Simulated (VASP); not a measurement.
# MoS2 (P6_3/mmc) in VASP: further runs

One crystal, MoS2, is run at these levels: PBE, LDA; tasks: relaxation of cell and atoms.

Everything below comes from runs of VASP 6.6.1. Logs are shortened: lines on timing, memory, paths and dates and some standing lists are left out, and cuts for length are marked.

## 1. Starting point

The structure is hexagonal, space group P6_3/mmc (No. 194). Conventional cell: a = 3.184 Å, b = 3.184 Å, c = 14.332 Å, α = 90.00°, β = 90.00°, γ = 120.00°. Mo (site symmetry -6m2) has 6 S at 2.41 Å as nearest neighbours. S (site symmetry 3m) has 3 Mo at 2.41 Å as nearest neighbours.

## 2. Relaxation of cell and atoms, PBE

Contents of INCAR:

```
  ALGO = Normal
  EDIFF = 1E-7
  EDIFFG = -0.005
  ENCUT = 600
  GGA = PE
  IBRION = 2
  ISIF = 3
  ISMEAR = 0
  KPAR = 2
  LASPH = True
  LCHARG = False
  LREAL = False
  LWAVE = False
  NELM = 80
  NSW = 90
  PREC = Accurate
  SIGMA = 0.03
```

Contents of KPOINTS:

```
k-points
0
Gamma
  12 12 3
```

Contents of POSCAR:

```
MoS2                                    
1.0
    3.1841422938      0.0000000000      0.0000000000
   -1.5920711469      2.7575481157     -0.0000000000
    0.0000000000     -0.0000000000     14.3321729865
  Mo              S             
     2     4
Direct
     0.3333333332999970    0.6666666667000030    0.2500000000000000
     0.6666666667000030    0.3333333332999970    0.7500000000000000
     0.3333333332999970    0.6666666667000030    0.6409914011311042
     0.6666666667000030    0.3333333332999970    0.1409914011311040
     0.3333333332999970    0.6666666667000030    0.8590085988688958
     0.6666666667000030    0.3333333332999970    0.3590085988688960
```

Potentials or basis: VASP PAW PBE potentials, release 64 (Mo_sv, S).

Run with:

```bash
$ cat potpaw_PBE.64/Mo_sv/POTCAR potpaw_PBE.64/S/POTCAR > POTCAR
$ mpirun -np 2 vasp_std > vasp.out
```

OUTCAR:

```text
EDIFF = 1E-7
   EDIFFG = -0.005
   ENCUT = 600
   GGA = PE
   IBRION = 2
   ISIF = 3
   ISMEAR = 0
   LASPH = True
   LREAL = False
   NELM = 80
   NSW = 90
   PREC = Accurate

 ion  position               nearest neighbor table
   1  0.333  0.667  0.250-   4 2.41   6 2.41   4 2.41   6 2.41   4 2.41   6 2.41
   2  0.667  0.333  0.750-   3 2.41   5 2.41   3 2.41   5 2.41   3 2.41   5 2.41
   3  0.333  0.667  0.641-   2 2.41   2 2.41   2 2.41
   4  0.667  0.333  0.141-   1 2.41   1 2.41   1 2.41
   5  0.333  0.667  0.859-   2 2.41   2 2.41   2 2.41
   6  0.667  0.333  0.359-   1 2.41   1 2.41   1 2.41

  LATTYP: Found a hexagonal cell.
 ALAT       =     3.1841422938
 C/A-ratio  =     4.5011094556

  Lattice vectors:

 A1 = (   3.1841422938,   0.0000000000,   0.0000000000)
 A2 = (  -1.5920711469,   2.7575481157,   0.0000000000)
 A3 = (   0.0000000000,   0.0000000000,  14.3321729865)

Analysis of symmetry for initial positions (statically):
=====================================================================
 Subroutine PRICEL returns:
 Original cell was already a primitive cell.

 Routine SETGRP: Setting up the symmetry group for a
 hexagonal supercell.

 Subroutine GETGRP returns: Found 24 space group operations
 (whereof 12 operations were pure point group operations)
 out of a pool of 24 trial point group operations.

The static configuration has the point symmetry D_3d.
 The point group associated with its full space group is D_6h.

Analysis of symmetry for dynamics (positions and initial velocities):
=====================================================================
 Subroutine PRICEL returns:
 Original cell was already a primitive cell.

 Routine SETGRP: Setting up the symmetry group for a
 hexagonal supercell.

 Subroutine GETGRP returns: Found 24 space group operations
 (whereof 12 operations were pure point group operations)
 out of a pool of 24 trial point group operations.

The dynamic configuration has the point symmetry D_3d.
 The point group associated with its full space group is D_6h.

 Subroutine INISYM returns: Found 24 space group operations
 (whereof 12 operations are pure point group operations),
 and found     1 'primitive' translations

----------------------------------------------------------------------------------------

                                     Primitive cell

  volume of cell :     125.8426

  direct lattice vectors                    reciprocal lattice vectors
     3.184142294  0.000000000  0.000000000     0.314056316  0.181320499  0.000000000
    -1.592071147  2.757548116  0.000000000     0.000000000  0.362640998  0.000000000
     0.000000000  0.000000000 14.332172986     0.000000000  0.000000000  0.069773090

  length of vectors
     3.184142294  3.184142294 14.332172986     0.362640998  0.362640998  0.069773090

  position of ions in fractional coordinates (direct lattice)
     0.333333333  0.666666667  0.250000000
     0.666666667  0.333333333  0.750000000
     0.333333333  0.666666667  0.640991401
     0.666666667  0.333333333  0.140991401
     0.333333333  0.666666667  0.859008599
     0.666666667  0.333333333  0.359008599

  ion indices of the primitive-cell ions
   primitive index   ion index
                 1           1
                 2           2
                 3           3
                 4           4
                 5           5
                 6           6

----------------------------------------------------------------------------------------

 KPOINTS: k-points

Automatic generation of k-mesh.
 Grid dimensions read from file:
 generate k-points for:   12   12    3

 Generating k-lattice:

  Cartesian coordinates                     Fractional coordinates (reciprocal lattice)
     0.026171360  0.015110042  0.000000000     0.083333333  0.000000000  0.000000000
     0.000000000  0.030220083  0.000000000     0.000000000  0.083333333  0.000000000
     0.000000000  0.000000000  0.023257697     0.000000000  0.000000000  0.333333333

  Length of vectors
     0.030220083  0.030220083  0.023257697

  Shift w.r.t. Gamma in fractional coordinates (k-lattice)
     0.000000000  0.000000000  0.000000000

 Subroutine IBZKPT returns following result:
 ===========================================

 Found     38 irreducible k-points:

 Following reciprocal coordinates:
            Coordinates               Weight
  0.000000  0.000000  0.000000      1.000000
  0.083333  0.000000  0.000000      6.000000
  0.166667  0.000000  0.000000      6.000000
  0.250000  0.000000  0.000000      6.000000
  0.333333  0.000000  0.000000      6.000000
  0.416667  0.000000  0.000000      6.000000
[... 16 lines left out ...]
  0.250000  0.000000  0.333333     12.000000
  0.333333  0.000000  0.333333     12.000000
 [... further k-points ...]
   k-points           NKPTS =     38   k-points in BZ     NKDIM =     38   number of bands    NBANDS=     31
   number of dos      NEDOS =    301   number of ions     NIONS =      6
   total plane-waves  NPLWV =  94080
   dimension x,y,z NGX =    28 NGY =   28 NGZ =  120
   dimension x,y,z NGXF=    56 NGYF=   56 NGZF=  240
   ions per type =               2   4
   NGX,Y,Z   is equivalent  to a cutoff of  14.62, 14.62, 13.92 a.u.
   NGXF,Y,Z  is equivalent  to a cutoff of  29.24, 29.24, 27.84 a.u.
 SYSTEM =  unknown system
   PREC   = accura    normal or accurate (medium, high low for compatibility)
   ISTART =      0    job   : 0-new  1-cont  2-samecut
   ICHARG =      2    charge: 1-file 2-atom 10-const
   ISPIN  =      1    spin polarized calculation?
   LNONCOLLINEAR =      F non collinear calculations
   LSORBIT =      F    spin-orbit coupling
   LASPH  =      T    aspherical Exc in radial PAW
   ENCUT  =  600.0 eV  44.10 Ry    6.64 a.u.   6.36  6.36 28.62*2*pi/ulx,y,z
   NELM   =     80;   NELMIN=  2; NELMDL= -5     # of ELM steps
   EDIFF  = 0.1E-06   stopping-criterion for ELM
   LREAL  =      F    real-space projection
   EDIFFG = -.5E-02   stopping-criterion for IOM
   NSW    =     90    number of steps for IOM
   IBRION =      2    ionic relax: 0-MD 1-quasi-New 2-CG
   NFREE  =      1    steps in history (QN), initial steepest desc. (CG)
   ISIF   =      3    stress and relaxation
   ISYM   =      2    0-nonsym 1-usesym 2-fastsym
   POTIM  = 0.5000    time-step for ionic-motion
   TEBEG  =    0.0;   TEEND  =   0.0 temperature during run
   PSTRESS=    0.0 pullay stress
   NELECT =      52.0000    total number of electrons
   NUPDOWN=      -1.0000    fix difference up-down
   EMIN   =  10.00;   EMAX   =-10.00  energy-range for DOS
   EFERMI =   0.00;   METHOD = LEGACY
   ISMEAR =     0;   SIGMA  =   0.03  broadening in eV -4-tet -1-fermi 0-gaus
   EFERMI_NEDOS =   21; number of points for ismear=-14 and -15
   IALGO  =     38    algorithm
   IMIX   =      4    mixing-type and parameters
     AMIX     =   0.40;   BMIX     =  1.00
     AMIX_MAG =   1.60;   BMIX_MAG =  1.00
  volume/ion in A,a.u.               =      20.97       141.54
  Fermi-wavevector in a.u.,A,eV,Ry     =   1.219364  2.304264 20.229807  1.486849
  Thomas-Fermi vector in A             =   2.354619
   LORBIT       =      0    0 simple, 1 ext, 2 COOP (PROOUT), +10 PAW based schemes
   GGA     = PE    functional components
   LHFCALC =     F    Hartree Fock is set to
   AEXX    =    0.0000 exact exchange contribution
   IVDW    =     0    specifies the selected vdW correction
   LEPSILON=     F    determine dielectric tensor
   LRPA    =     F    only Hartree local field effects (RPA)
 conjugate gradient relaxation of ions
 non-spin polarized calculation
 Gauss-broadening in eV      SIGMA  =   0.03
  energy-cutoff  :      600.00
  volume of cell :      125.84
 maximum number of plane-waves:      4228
 NGX is ok and might be reduce to    28
   NGX = 13   NGY = 13   NGZ = 57

 number of electron      51.9999999 magnetization

 Free energy of the ion-electron system (eV)
  ---------------------------------------------------
  ext. energy  EPLUGINS =         0.00000000
  ---------------------------------------------------
  free energy    TOTEN  =       -43.71595955 eV

  energy without entropy =      -43.71595955  energy(sigma->0) =      -43.71595955

 E-fermi :   5.4095     XC(G=0):  -9.6759

 val. band max:        5.1961663394   @ k =   0.0000   0.0000   0.0000
 cond. band min:       6.6031650010   @ k =   0.3333   0.3333   0.0000
 fundamental gap:      1.4069986616
 Fermi energy:         5.4094878850

 k-point     1 :       0.0000    0.0000    0.0000
  band No.  band energies     occupation
      1     -55.9308      2.00000
      2     -55.9308      2.00000
      3     -30.0698      2.00000
      4     -30.0697      2.00000
      5     -29.8670      2.00000
      6     -29.8670      2.00000
[... 23 lines left out ...]
     30       7.6972      0.00000
     31       7.9341      0.00000

 k-point     2 :       0.0833    0.0000    0.0000
  band No.  band energies     occupation
      1     -55.9283      2.00000
      2     -55.9283      2.00000
      3     -30.0648      2.00000
      4     -30.0648      2.00000
      5     -29.8923      2.00000
      6     -29.8923      2.00000
[... 23 lines left out ...]
     30       7.7349      0.00000
     31       7.8326      0.00000

 k-point     3 :       0.1667    0.0000    0.0000
  band No.  band energies     occupation
      1     -55.9216      2.00000
      2     -55.9216      2.00000
      3     -30.0513      2.00000
      4     -30.0513      2.00000
      5     -29.9611      2.00000
      6     -29.9611      2.00000
[... 703 lines left out ...]
     30       7.2993      0.00000
     31       7.8422      0.00000

 k-point    24 :       0.3333    0.0000    0.3333
  band No.  band energies     occupation
      1     -55.9030      2.00000
      2     -55.9030      2.00000
      3     -30.1450      2.00000
      4     -30.1450      2.00000
      5     -30.0142      2.00000
      6     -30.0142      2.00000
[... 23 lines left out ...]
     30       7.3482      0.00000
     31       8.2776      0.00000

 [... further k-points ...]

------------------------ aborting loop because EDIFF is reached ----------------------------------------

  FORCE on cell =-STRESS in cart. coord.  units (eV):
  Direction    XX          YY          ZZ          XY          YZ          ZX
  --------------------------------------------------------------------------------------
  -------------------------------------------------------------------------------------
  Total        0.0129462      0.0129462     -0.0094877      0.0000000      0.0000000      0.0000000
  in kB        0.1648258      0.1648258     -0.1207940      0.0000000      0.0000000      0.0000000
  external PRESSURE =       0.0696192 kB  Pullay stress =       0.0000000 kB

 VOLUME and BASIS-vectors are now :
 -----------------------------------------------------------------------------
  energy-cutoff  :      600.00
  volume of cell :      125.84
      direct lattice vectors                 reciprocal lattice vectors
     3.184142294  0.000000000  0.000000000     0.314056316  0.181320499  0.000000000
    -1.592071147  2.757548116  0.000000000     0.000000000  0.362640998  0.000000000
     0.000000000  0.000000000 14.332172986     0.000000000  0.000000000  0.069773090

 POSITION                                       TOTAL-FORCE (eV/Angst)
 -----------------------------------------------------------------------------------
     -0.00000      1.83837      3.58304         0.000000     -0.000000      0.000000
      1.59207      0.91918     10.74913        -0.000000      0.000000      0.000000
     -0.00000      1.83837      9.18680         0.000000     -0.000000      0.004330
      1.59207      0.91918      2.02071        -0.000000      0.000000      0.004330
     -0.00000      1.83837     12.31146         0.000000     -0.000000     -0.004330
      1.59207      0.91918      5.14537        -0.000000      0.000000     -0.004330
 -----------------------------------------------------------------------------------
    total drift:                               -0.000000      0.000000     -0.000000

  FREE ENERGIE OF THE ION-ELECTRON SYSTEM (eV)
  ---------------------------------------------------
  free  energy   TOTEN  =       -43.7159595520 eV

  energy  without entropy=      -43.7159595520  energy(sigma->0) =      -43.71595955

 reached required accuracy - stopping structural energy minimisation
```

It took 74 s on 2 MPI ranks of Intel Xeon 6975P-C (Granite Rapids), shared host; peak memory 0.38 GiB.

Results:

- Free energy: -43.7160 eV
- Pressure after relaxing: 0.0 GPa
- Largest force after relaxing: 0.004 eV/Å
- Band gap on the k mesh: 1.41 eV, indirect (least direct gap 1.67 eV)

Forces on the atoms (eV/Å):
```
Mo   0.000  0.000  0.000
Mo   0.000  0.000  0.000
S    0.000  0.000  0.004
S    0.000  0.000  0.004
S    0.000  0.000 -0.004
S    0.000  0.000 -0.004
```

Final structure:
```yaml
crystal:
  lattice:
    - [3.18414, 0.00000, 0.00000]
    - [-1.59207, 2.75755, 0.00000]
    - [0.00000, 0.00000, 14.33217]
  atoms:
    - { symbol: Mo, position: [0.33333, 0.66667, 0.25000] }
    - { symbol: Mo, position: [0.66667, 0.33333, 0.75000] }
    - { symbol: S, position: [0.33333, 0.66667, 0.64099] }
    - { symbol: S, position: [0.66667, 0.33333, 0.14099] }
    - { symbol: S, position: [0.33333, 0.66667, 0.85901] }
    - { symbol: S, position: [0.66667, 0.33333, 0.35901] }
```

Caveat: the relaxation stopped at its first step, so nothing moved; an odd mesh through Γ misses points on the zone boundary, where band edges often lie; this functional lacks dispersion, which binds the layers, so the pressure and a relaxed spacing across them are unreliable.

[end of part 1 of 2]
